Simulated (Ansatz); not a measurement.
Predict the output of the script below (the Ansatz DFT code, driven from Python).

Contents of `POSCAR`:
```text
BN
1.0
   1.25112178    0.72233550    3.37293440
  -1.25112178    0.72233550    3.37293440
   0.00000000   -1.44467100    3.37293440
B N
1 1
Direct
   0.99967120    0.99967120    0.99967120
   0.33276180    0.33276180    0.33276180
```

The script, `bn_fatbands.py`:
```python
'''Orbital character of the bands of BN.'''

from dataclasses import dataclass
from pathlib import Path
import warnings

import ansatz as az
from ase.io import read
import pandas as pd


@dataclass
class Settings:
    cutoff_ev: int = 380
    smearing: str = 'methfessel_paxton'
    sigma: float = 0.15
    kmesh: tuple[int, ...] = (8, 8, 8)


settings = Settings()

warnings.simplefilter('ignore', az.DeckWarning)

atoms = read('POSCAR', format='vasp')
crystal = az.Crystal.from_ase(atoms)

points = {'H_0': (-0.19724, 0.19724, -0.5), 'L': (0.0, 0.0, -0.5), 'G': (0.0, 0.0, 0.0), 'S_0': (0.0, 0.34862, -0.34862)}
calc = (
    crystal.calculation()
    .basis(settings.cutoff_ev)
    .functional(az.Functional.PBESOL)
    .occupations(settings.smearing, width=settings.sigma)
    .scf(lower_state_search='off')
    .kpoints(mesh=settings.kmesh, center='monkhorst-pack')
    .band_structure(list(points.values()), intervals=1)
    .fat_bands()
)
with warnings.catch_warnings(record=True) as caught:
    warnings.simplefilter('always')
    out = calc.run(threads=1, pin='off')
print('warnings raised:', sorted(w.category.__name__ for w in caught) or 'none')
rep = out.report
file = Path(out.write_results('results')) / 'fatbands.tsv'
names = file.read_text().splitlines()[0].lstrip('# ').split('\t')
table = pd.read_csv(file, sep='\t', comment='#', names=names)
near = table[table.e_minus_ef.abs() < 3]
for ik, label in enumerate(points):
    print(label)
    for _, row in near[near.ik == ik].iterrows():
        main = row[names[4:]].astype(float).nlargest(2)
        print(f'   band {int(row.band):3d} {row.e_minus_ef:7.3f} eV  ' + ', '.join(f'{k} {v:.2f}' for k, v in main.items()))
```

```console
$ python bn_fatbands.py
warnings raised: ['DeckWarning', 'PlacementWarning']
H_0
   band   3  -2.490 eV  n1_l1_2P 0.91, b0_l1_2P 0.08
   band   4   2.654 eV  b0_l1_2P 0.91, n1_l1_2P 0.08
L
   band   3  -2.714 eV  n1_l1_2P 0.87, b0_l1_2P 0.12
G
   band   4   2.859 eV  b0_l0_2S 0.37, n1_l0_2S 0.23
S_0
   band   3  -2.218 eV  n1_l1_2P 0.97, b0_l1_2P 0.02
   band   4   2.482 eV  b0_l1_2P 0.96, n1_l1_2P 0.02
```

Reading the output:
- These settings explore the input space; cutoff and mesh may be short of convergence.
- The cutoff lies under the one recommended for these potentials.
- This cell is a computed structure, which may not be the phase found in nature.
- Levels are Kohn-Sham eigenvalues on this mesh.
- Energies are less the Fermi level and bands count from 0. Only the largest channels are printed, equivalent atoms hold more, and in degenerate sets the split between sites is arbitrary; shells that the potentials lack have no channel.
- The script silences the warnings on its input, which a real study should read.
- Timing: 2.5 s on 1 thread of Arm Neoverse V1 (shared host), peak memory 0.39 GiB.
